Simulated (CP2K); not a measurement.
TiC:

```
Ti C
1.0
     3.06279    0.00000    0.00000
     1.53139    2.65245    0.00000
     1.53139    0.88415    2.50076
Ti C
1 1
Direct
  0.00000 0.00000 0.00000
  0.50000 0.50000 0.50000
```

The cell is a database's computed one.

Base run:

| Property | Result |
| --- | --- |
| Program | CP2K 2026.2 |
| Functional | r2SCAN |
| Dispersion | D3(BJ)+ATM |
| Potentials or basis | POTENTIAL_UZH Ti GTH-SCAN-q12, C GTH-SCAN-q4; TZVP-MOLOPT-SCAN-GTH basis |
| Density cutoff | 9184 eV |
| k mesh | 11 × 11 × 11 |
| Occupations | fermi-dirac, width 0.05 eV |
| Spin | no spin polarisation |

Its results: band gap on the k mesh none (metal or under the smearing width); pressure -2.1 GPa.

Q: The run is repeated on the same cell with these changes: dispersion from D3(BJ)+ATM to none. What comes out?

A: Band gap on the k mesh none (metal or under the smearing width); pressure 0.4 GPa.

Dispersion adds attraction, which lowers the pressure at fixed volume and, as a term added to the energy, leaves the levels alone.

Caveats: the basis of atomic orbitals isn't converged, which shifts pressures, moduli and gaps; pairwise dispersion overbinds metals, which lowers pressure and volume (some runs).

Not every run made on this cell is shown here.
